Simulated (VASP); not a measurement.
**A VASP 6.6.1 single-point calculation on BaO**

INCAR

```
IBRION = -1
NSW = 0
LREAL = Auto
METAGGA = R2SCAN
LWAVE = .FALSE.
LCHARG = .FALSE.
ISIF = 2
ALGO = Normal
LASPH = .TRUE.
NELM = 100
NBANDS = 15
PREC = Accurate
ENCUT = 520
SIGMA = 0.01
ISMEAR = 0
EDIFF = 1E-7
```

KPOINTS

```
KPOINTS created by Atomic Simulation Environment
0
Gamma
8 8 8
0 0 0
```

POSCAR

```
Ba O
 1.0000000000000000
     0.0000000000000000    2.8828203887999999    2.8828203887999999
     2.8828203887999999    0.0000000000000000    2.8828203887999999
     2.8828203887999999    2.8828203887999999    0.0000000000000000
 Ba  O
   1   1
Cartesian
  0.0000000000000000  0.0000000000000000  0.0000000000000000
  2.8828203887999995  2.8828203887999995  2.8828203887999995
```

The recommended PBE PAW datasets give the neutral cell 16 valence electrons.

Command

```
mpirun -np 1 vasp_std
```

Question: Predict the outcome of this run.

Answer: It converged. Results: gap between bands v and c on the k mesh 2.64 eV; least direct gap on the k mesh 2.64 eV; pressure -5.8 GPa. Band v is the last that the valence electrons fill when counted band by band, and c is the next.

OSZICAR

```
N       E                     dE             d eps       ncg     rms          rms(c)
DAV:   1     0.516968948470E+02    0.51697E+02   -0.77879E+03   870   0.998E+02
DAV:   2    -0.407245897411E+02   -0.92421E+02   -0.82539E+02  1214   0.201E+02
DAV:   3    -0.451660892844E+02   -0.44415E+01   -0.44095E+01  1101   0.457E+01
DAV:   4    -0.452147925873E+02   -0.48703E-01   -0.48696E-01  1052   0.491E+00
DAV:   5    -0.452156932088E+02   -0.90062E-03   -0.90062E-03  1059   0.553E-01    0.852E+00
DAV:   6    -0.375977363999E+02    0.76180E+01   -0.57452E+00   975   0.178E+01    0.395E+00
DAV:   7    -0.377399874410E+02   -0.14225E+00   -0.18922E-01   989   0.393E+00    0.210E+00
DAV:   8    -0.377426002560E+02   -0.26128E-02   -0.13616E-01   898   0.364E+00    0.346E-01
DAV:   9    -0.377430134267E+02   -0.41317E-03   -0.60742E-03  1143   0.558E-01    0.145E-01
DAV:  10    -0.377440468670E+02   -0.10334E-02   -0.14976E-03   891   0.419E-01    0.109E-01
DAV:  11    -0.377437272849E+02    0.31958E-03   -0.75557E-04   954   0.217E-01    0.168E-02
DAV:  12    -0.377437331997E+02   -0.59148E-05   -0.73724E-05   940   0.745E-02    0.257E-02
DAV:  13    -0.377437193468E+02    0.13853E-04   -0.29221E-05  1038   0.413E-02    0.384E-03
DAV:  14    -0.377437196694E+02   -0.32259E-06   -0.11745E-06   968   0.897E-03    0.278E-03
DAV:  15    -0.377437197619E+02   -0.92476E-07   -0.10423E-07   798   0.228E-03
   1 F= -.37743720E+02 E0= -.37743720E+02  d E =-.258705E-15
```

Standard output (part)

```
POSCAR found type information on POSCAR BaO
 POSCAR found :  2 types and       2 ions
|     You have a (more or less) 'small supercell' and for smaller cells       |
|     it is recommended to use the reciprocal-space projection scheme!        |
|     The real-space optimization is not efficient for small cells and it     |
|     is also less accurate ...                                               |
|     Therefore, set LREAL=.FALSE. in the INCAR file.                         |
 LDA part: xc-table for (None), standard interpolation
 POSCAR, INCAR and KPOINTS ok, starting setup
 WAVECAR not read
 entering main loop
```

For comparison, a separate r²SCAN run of the intended cell, on usual settings and not on those above, gives a gap of 2.64 eV on its mesh and a pressure of -5.8 GPa.
